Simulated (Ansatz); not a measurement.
# In under compression and expansion

```
CELL_PARAMETERS angstrom
-1.62615 1.62615 2.47395
1.62615 -1.62615 2.47395
1.62615 1.62615 -2.47395
ATOMIC_POSITIONS crystal
In 0.00000 0.00000 0.00000
```

The conventional cell has a = 3.252 Å, b = 3.252 Å, c = 4.948 Å, α = 90.00°, β = 90.00°, γ = 90.00°. Around In (atom 1) lie 12 In at 3.25 to 3.38 Å.

The cell is COD entry 9017523, as deposited and not checked against the literature; nothing was relaxed.

No spin–orbit coupling, which matters for the heavy atoms here.

Methods: DFT, PBE, all-electron LAPW, scalar-relativistic (Ansatz 0.2.0); DFT, PBE, PAW with Ansatz's default frozen-core files, scalar-relativistic (Ansatz 0.2.0).

For LAPW: a Γ-centred 14×14×14 k mesh, Fermi–Dirac smearing of 0.05 eV, basis error target 0.5 meV/atom, no spin polarisation. PAW takes a cutoff of 420 eV at this cell. The Ansatz runs share mesh, smearing and spin set-up. Plane-wave (PAW) pressures include the program's estimate of the Pulay term.

The cell above is scaled evenly, with fractional coordinates and shape held.

```csv
V/V(cell),V (Å³/atom),"P, LAPW (GPa)","P, PAW (GPa)"
0.9600,25.121,3.99,3.99
0.9800,25.645,2.90,2.90
1.0000,26.168,1.93,1.92
1.0200,26.691,1.06,1.06
1.0400,27.215,0.29,0.29
```
